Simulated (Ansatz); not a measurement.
**InSb (Cmcm): electronic heat capacity and spin susceptibility from the density of states**

All numbers below come from DFT PBE, scalar-relativistic, plane waves, PAW in Ansatz.

Settings: cutoff 420 eV, Γ-centred mesh 10×10×8 on the computed 4-atom cell, Gaussian smearing of 0.10 eV; no spin polarisation.

Relaxed cell: Cmcm, a = 6.097 Å, b = 6.633 Å, c = 5.631 Å, α = 90.00°, β = 90.00°, γ = 90.00°, 4 atoms in the primitive cell. This form isn't the usual stable structure of the compound.

The density of states at the Fermi level is 1.676 states/eV in the cell of 4 atoms (2 formula units; both spins, tetrahedra on a 15×15×12 mesh).

Problem. What Sommerfeld coefficient and Pauli susceptibility does this give?

Solution. Per formula unit N(E_F) = 0.838 states/eV. γ = (π²/3) k_B² N(E_F) N_A = 2.357 mJ/(mol K²) per state/eV, so γ = 2.0 mJ/(mol K²), a mole of formula units. χ_P = μ_B² N(E_F) N_A = 3.23×10⁻⁵ emu/mol per state/eV gives 2.7×10⁻⁵ emu/mol. This is the bare band result: a measured γ of the same phase is as a rule larger by a factor 1 + λ from phonons and spin fluctuations, the spin part of χ is larger by the Stoner factor, and a measured χ also holds orbital and core terms. N(E_F) at one energy is sensitive to the mesh where the density of states has sharp peaks.

Spin-orbit coupling is left out, which matters for the bands of heavy elements.

Cost: 1 run of about 2.7 core-minutes, on Arm Neoverse V1 (shared hosts).